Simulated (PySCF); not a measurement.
Job file and geometry (Å, from GFN2-xTB) of an NMR shielding run on SMILES CCC(=O)O, C₃H₆O₂, GIAO PBE0/pcSseg-1 NMR shielding, non-relativistic, gas phase (PySCF 2.14.0, density-fitted response routines); density fitting, a coarse starting grid and PySCF grid level 2 are the driver's defaults:

```
{"job": {"kind": "nmr", "xc": "PBE0", "basis": "pcSseg-1"}, "charge": 0, "multiplicity": 1}
C     -1.442719     0.229115     0.411903
C     -0.155625    -0.574102     0.293141
C      1.015434     0.290212    -0.098389
O      0.989456     1.471860    -0.305046
O      2.144590    -0.430639    -0.195650
H     -2.268901    -0.419205     0.691178
H     -1.333587     1.006335     1.163606
H     -1.675415     0.709182    -0.534837
H     -0.250072    -1.360743    -0.458681
H      0.094758    -1.059612     1.239014
H      2.887505     0.140268    -0.447272
```

Task: Write the output of this run.

Result: 
```
coarse grid: 9152 points
cycle   1  E = -267.8693942065  dE =  7.187e-01  |g| = 9.113e-01  |ddm| = 2.798e+00
cycle   2  E = -267.5728748933  dE =  2.965e-01  |g| = 1.568e+00  |ddm| = 1.668e+00
cycle   3  E = -268.0105637010  dE = -4.377e-01  |g| = 2.775e-01  |ddm| = 1.212e+00
cycle   4  E = -268.0244261173  dE = -1.386e-02  |g| = 6.606e-02  |ddm| = 2.037e-01
cycle   5  E = -268.0250668490  dE = -6.407e-04  |g| = 2.086e-02  |ddm| = 4.395e-02
cycle   6  E = -268.0251624944  dE = -9.565e-05  |g| = 4.184e-03  |ddm| = 1.648e-02
cycle   7  E = -268.0251660620  dE = -3.568e-06  |g| = 9.808e-04  |ddm| = 3.175e-03
final grid: 88272 points
cycle   8  E = -268.0753560293  dE = -1.517e-05  |g| = 1.176e-02  |ddm| = 1.989e-02
cycle   9  E = -268.0753167262  dE =  3.930e-05  |g| = 1.880e-02  |ddm| = 1.933e-02
cycle  10  E = -268.0753812567  dE = -6.453e-05  |g| = 2.487e-03  |ddm| = 1.240e-02
cycle  11  E = -268.0753824222  dE = -1.165e-06  |g| = 3.035e-04  |ddm| = 1.611e-03
cycle  12  E = -268.0753824351  dE = -1.295e-08  |g| = 1.252e-04  |ddm| = 2.193e-04
cycle  13  E = -268.0753824384  dE = -3.302e-09  |g| = 1.297e-05  |ddm| = 9.034e-05
cycle  14  E = -268.0753824385  dE = -3.286e-11  |g| = 1.371e-06  |ddm| = 1.085e-05
converged SCF energy = -268.0753824385

GIAO shielding tensors (ppm)
atom      isotropic    diamagn.    paramagn.     s11        s22        s33       span
  0 C      176.416     246.642     -70.226    169.031    175.914    184.303     15.272
  1 C      158.339     250.090     -91.751    143.165    152.064    179.787     36.623
  2 C        8.198     249.963    -241.765    -96.419     47.667     73.345    169.765
  3 O     -101.260     402.905    -504.164   -369.563   -219.975    285.759    655.322
  4 O      126.837     391.389    -264.552    -27.976    145.750    262.738    290.714
  5 H       30.812      28.808       2.004     26.214     28.376     37.848     11.634
  6 H       30.451      29.660       0.791     26.455     28.350     36.548     10.093
  7 H       30.445      29.921       0.524     26.444     28.359     36.530     10.086
  8 H       29.325      30.347      -1.023     24.709     29.084     34.182      9.473
  9 H       29.321      29.975      -0.654     24.701     29.085     34.176      9.475
 10 H       25.651      30.342      -4.692     19.870     22.859     34.222     14.352
```

Task: Turn these shieldings into chemical shifts. Shifts are taken against calculated references (same method and geometry level): $^{13}$C (σref 186.93), $^{1}$H (σref 31.72) against TMS; $^{17}$O (σref 336.08) against H2O.

Result: Averaging equivalent atoms: C 2: 178.7; C 1: 28.6; C 0: 10.5; O 3: 437.3; O 4: 209.2; H 10: 6.07; H 8/9: 2.39; H 5/6/7: 1.15 ppm. Unscaled 17O shifts of doubly bonded oxygen tend to come out too high, by tens of ppm or more. Experimental scales use liquid or dissolved standards, which lie at an offset from isolated H2O (liquid H2O: subtract about 36 ppm).

Size and cost of the density-fitted run: 115 basis functions, 12 s wall time on 1 thread of an Arm Neoverse N1, shared host.
